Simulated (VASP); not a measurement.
Write the native input for VASP 6.6.1 that does the following.

```
Task                   : relaxation of cell and atoms
Functional             : PBE
Dispersion             : D3(BJ)
Potentials or basis    : VASP PAW PBE potentials, release 64 (Fe)
Cutoff                 : 600 eV
k mesh                 : 18 × 18 × 18
Occupations            : methfessel-paxton, width 0.1 eV
Spin                   : collinear spin, ferromagnetic start
Starting moments       : [4.0] μB
Further INCAR settings : ALGO = Normal; EDIFF = 1e-07; AMIX = 0.2; BMIX = 0.0001; IBRION = 2; EDIFFG = -0.005; NSW = 90; ISIF = 3
```

The structure of Fe lies in POSCAR:

```
Fe                                      
1.0
   -1.4030055706      1.4030055706      1.4030055706
    1.4030055706     -1.4030055706      1.4030055706
    1.4030055706      1.4030055706     -1.4030055706
  Fe            
     1
Direct
     0.0000000000000000    0.0000000000000000    0.0000000000000000
```

One way to write it, as run:

INCAR

```
ALGO     = Normal         # electronic algorithm
AMIX     = 0.2          
AMIX_MAG = 0.8          
BMIX     = 1E-4         
BMIX_MAG = 1E-4         
EDIFF    = 1E-7           # SCF threshold, eV
EDIFFG   = -0.005         # ionic threshold
ENCUT    = 600            # plane-wave cutoff, eV
GGA      = PE             # functional
IBRION   = 2              # ionic algorithm
ISIF     = 3              # what is computed and relaxed
ISMEAR   = 1              # smearing method
ISPIN    = 2              # spin polarisation
IVDW     = 12             # dispersion correction
LASPH    = True           # aspherical terms in the spheres
LCHARG   = False          # write CHGCAR
LMAXMIX  = 4              # l up to which the mixer works
LORBIT   = 11             # projections on sites
LREAL    = False          # projectors in reciprocal space
LWAVE    = False          # write WAVECAR
MAGMOM   = 4              # initial moments
NELM     = 150            # most SCF steps
NSW      = 90             # ionic steps
PREC     = Accurate       # precision mode
SIGMA    = 0.1            # smearing width, eV
```

KPOINTS

```
k-points
0
Gamma
  18 18 18
```

Potentials or basis: VASP PAW PBE potentials, release 64 (Fe).

Command:

```bash
$ cat potpaw_PBE.64/Fe/POTCAR > POTCAR
$ mpirun -np 1 vasp_std > vasp.out
```

Results of the run:

The relaxed volume is 11.05 Å³/atom, the relaxed cell is a = 2.430 Å, b = 2.430 Å, c = 2.430 Å, α = 109.47°, β = 109.47°, γ = 109.47° and the space group after relaxing (to 0.05 Å) is Im-3m (No. 229). The energy gained by relaxing is 0.0 meV/atom and the ionic steps are 3. The pressure after relaxing is 0.0 GPa, the band gap on the k mesh is none (metal or under the smearing width) and the net moment is 2.15 μB per cell. The site moments are Fe +2.15 μB. The valence electrons inside the program's atomic spheres are Fe 7.33. The dispersion energy per atom is -0.368 eV.

Caveat: pairwise dispersion overbinds metals, which lowers pressure and volume.

Wall time 74 s on 1 thread of AMD EPYC 7R13 Processor (Zen 3), with other jobs on the host, peak memory 0.15 GiB.
